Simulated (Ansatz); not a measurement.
**Question.** BeO in space group P6_3mc (No. 186; Be on 2a, Be on 2b, O on 2a, O on 2b) is relaxed with plane-wave PAW PBE (Ansatz code). What lattice parameters of the conventional cell result?

**Answer.** a = 2.709 Å, c = 8.823 Å.

**Question.** Give the free coordinates with the occupied sites.

**Answer.** In one choice of origin and axes:

```csv
atom,site,symmetry,x,y,z
Be,2a,3m.,0.0000,0.0000,0.0008
Be,2b,3m.,0.3333,0.6667,0.2502
O,2a,3m.,0.0000,0.0000,0.3124
O,2b,3m.,0.3333,0.6667,0.0623
```

**Question.** Is it a metal or does it have a gap at this level?

**Answer.** A gap of 7.42 eV, direct.

The cell is a constructed one: a structure type filled with these elements. Its sites differ from those of the usual phase in this space group: another stacking or structure type. Symmetry was held in the PBE relaxation; phonons on a q-mesh show no instability.

Potentials: the later of the program's two PAW sets.
